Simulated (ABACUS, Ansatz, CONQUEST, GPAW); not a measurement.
The equilibrium volume of GaSb, sorted by core time

Symmetry: F-43m, No. 216, cubic system. Conventional cell: a = 6.118 Å, b = 6.118 Å, c = 6.118 Å, α = 90.00°, β = 90.00°, γ = 90.00°. Sb (site symmetry -43m) is surrounded by 4 Ga at 2.65 Å. Around Ga (site symmetry -43m) lie 4 Sb at 2.65 Å.

```tsv
rung	level	program and potentials	cutoff (eV)	k mesh	smearing	task	core time	chip	equilibrium volume (Å³/atom)	notes
GGA	PBE	Ansatz, Ansatz PAW (earlier soft set)	420	8 × 8 × 8	fermi-dirac 0.05	equation of state	13 s	Intel Xeon	30.01	-
GGA + dispersion	PBEsol+D3(BJ)+ATM	Ansatz, Ansatz PAW	420	8 × 8 × 8	fermi-dirac 0.05	relaxation of cell and atoms	15 s	Intel Xeon	27.65	potentials made for PBE, which Ansatz adapts in part
GGA + dispersion	PBEsol+D4	Ansatz, all-electron LAPW, scalar-relativistic	-	8 × 8 × 8	fermi-dirac 0.05	relaxation of cell and atoms	47 s	Arm Neoverse V1	27.84	-
GGA + dispersion	revPBE+D3(BJ)	Ansatz, all-electron LAPW, scalar-relativistic	-	8 × 8 × 8	fermi-dirac 0.05	relaxation of cell and atoms	66 s	Intel Xeon Skylake/Cascade Lake	28.38	-
hybrid	HSE03	Ansatz, Ansatz PAW	420	4 × 4 × 4	fermi-dirac 0.05	relaxation of cell and atoms	100 s	Intel Xeon	29.19	coarse mesh; potentials made for PBE, which Ansatz adapts in part
GGA + dispersion	PBE+D4	GPAW, GPAW PAW data sets (gpaw-data 1.2.1)	600	6 × 6 × 6	fermi-dirac 0.05	equation of state	1.9 min	AMD EPYC 7571	28.57	-
hybrid	r2SCAN0	Ansatz, Ansatz PAW	500	4 × 4 × 4	fermi-dirac 0.05	equation of state	3.5 min	Intel Xeon Ice Lake	28.40	coarse mesh; potentials made for PBE, which Ansatz adapts in part
GGA	PBE	CONQUEST, PseudoDojo NC PBE, DZ, grid of 48 × 48 × 60 points	-	6 × 6 × 5	fermi-dirac 0.05	equation of state	4.2 min	Intel Xeon Platinum 8375C Ice Lake	30.16	atomic basis; cell of 4 atoms
hybrid	LC-wPBE	Ansatz, Ansatz PAW	420	4 × 4 × 4	fermi-dirac 0.05	equation of state	4.3 min	Intel Xeon Platinum 8375C Ice Lake	27.19	coarse mesh; potentials made for PBE, which Ansatz adapts in part
GGA	SOGGA	ABACUS, PseudoDojo NC SR 0.4 PBEsol stringent, plane waves	1551	6 × 6 × 6	fermi-dirac 0.05	equation of state	9 min	Intel Xeon Platinum 8375C Ice Lake	28.28	potentials made for PBEsol; fit through 4 volumes
```

Times are single runs on shared hosts and different chips, so they are rough; meshes, cutoffs and the tasks' sizes weigh on the time. All rows: no spin polarisation. Smearing widths are in eV. For a metal such meshes aren't converged. Meshes differ between rows, which moves values too. Meshes are those of the run's cell of 2 atoms unless a note names another. Relaxations start from the cell shown or near it and stop with a little pressure left. Runs on faulty files, with rough fits or with known faults for this quantity aren't shown. No row holds spin-orbit coupling.

By rung: GGA 28.28 to 30.01; GGA + dispersion 27.65 to 28.57; GGA in atomic bases 30.16; hybrid on coarse meshes 27.19 to 29.19 (Å³/atom).
